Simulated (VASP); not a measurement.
Input of a VASP 6.6.1 run:

Contents of INCAR:

```
SYSTEM = CO2
ALGO     = Normal         ! electronic algorithm
EDIFF    = 1E-6           ! SCF threshold, eV
EDIFFG   = -0.02          ! ionic threshold
ENCUT    = 580            ! plane-wave cutoff, eV
GGA      = RE             ! functional
IBRION   = 2              ! ionic algorithm
ISIF     = 3              ! what is computed and relaxed
ISMEAR   = -1             ! smearing method
IVDW     = 13             ! dispersion correction
LASPH    = .TRUE.         ! aspherical terms in the spheres
LCHARG   = .FALSE.        ! write CHGCAR
LREAL    = .FALSE.        ! projectors in reciprocal space
LWAVE    = .FALSE.        ! write WAVECAR
NELM     = 100            ! most SCF steps
NSW      = 60             ! ionic steps
PREC     = Accurate       ! precision mode
SIGMA    = 0.02           ! smearing width, eV
```

CO2.cif

```cif
data_CO2
_cell_length_a 5.27182246
_cell_length_b 4.77475624
_cell_length_c 6.58717491
_cell_angle_alpha 90.00000000
_cell_angle_beta 90.00000000
_cell_angle_gamma 90.00000000
_space_group_name_H-M_alt 'Cmce'
_space_group_name_Hall '-C 2ac 2'
_space_group_IT_number 64
loop_
_space_group_symop_operation_xyz
'x,y,z'
'-x,-y,-z'
'-x+1/2,-y,z+1/2'
'x+1/2,y,-z+1/2'
'x,-y,-z'
'-x,y,z'
'-x+1/2,y,-z+1/2'
'x+1/2,-y,z+1/2'
'x+1/2,y+1/2,z'
'-x+1/2,-y+1/2,-z'
'-x,-y+1/2,z+1/2'
'x,y+1/2,-z+1/2'
'x+1/2,-y+1/2,-z'
'-x+1/2,y+1/2,z'
'-x,y+1/2,-z+1/2'
'x,-y+1/2,z+1/2'
loop_
_atom_site_label
_atom_site_type_symbol
_atom_site_symmetry_multiplicity
_atom_site_Wyckoff_symbol
_atom_site_fract_x
_atom_site_fract_y
_atom_site_fract_z
_atom_site_occupancy
O1 O 8 f 0.5000000000 0.1934914300 0.6081566100 1
C1 C 4 a 0.5000000000 0.0000000000 0.5000000000 1
```

The input KPOINTS:

```
k-points
0
G
  5 6 4
  0 0 0
```

POSCAR

```
O  C 
 1.0000000000000000
     5.2718224600000001    0.0000000000000000    0.0000000000000000
     0.0000000000000000    4.7747562400000003    0.0000000000000000
     0.0000000000000000    0.0000000000000000    6.5871749099999999
 O   C  
   8   4
Cartesian
  2.6359112300000000  0.9238744127790234  4.0060339627426549
  2.6359112300000000  3.8508818272209768  2.5811409472573450
  0.0000000000000000  3.8508818272209768  0.7124465077426549
  0.0000000000000000  0.9238744127790234  5.8747284022573449
  0.0000000000000000  3.3112525327790236  4.0060339627426549
  0.0000000000000000  1.4635037072209769  2.5811409472573450
  2.6359112300000000  1.4635037072209769  0.7124465077426549
  2.6359112300000000  3.3112525327790236  5.8747284022573449
  2.6359112300000000  0.0000000000000000  3.2935874549999999
  0.0000000000000000  0.0000000000000000  0.0000000000000000
  0.0000000000000000  2.3873781200000002  3.2935874549999999
  2.6359112300000000  2.3873781200000002  0.0000000000000000
```

Potentials or basis: VASP PAW PBE potentials, release 64 (O, C).

Launch:

```sh
$ ase convert -i cif -o vasp CO2.cif POSCAR
$ cat potpaw_PBE.64/O/POTCAR potpaw_PBE.64/C/POTCAR > POTCAR
$ mpirun -np 1 vasp_std > vasp.out
```

Estimate the band gap on the k mesh.

6.72 eV.

Estimate the relaxed cell.

a = 5.533 Å, b = 4.924 Å, c = 6.807 Å, α = 90.00°, β = 90.00°, γ = 90.00°.

What does it give for the space group after relaxing (to 0.05 Å)?

Cmce (No. 64).

Predict the relaxed volume.

15.46 Å³/atom.

Stress tensor (GPa, compression positive):
```
-0.03  0.00  0.00
 0.00  0.02  0.00
 0.00  0.00 -0.10
```

Caveat: the standard files for N, O and F lose accuracy on very short bonds; the PAW data sets were made with another functional, which shifts forces and pressure a little; an odd mesh through Γ misses points on the zone boundary, where band edges often lie.
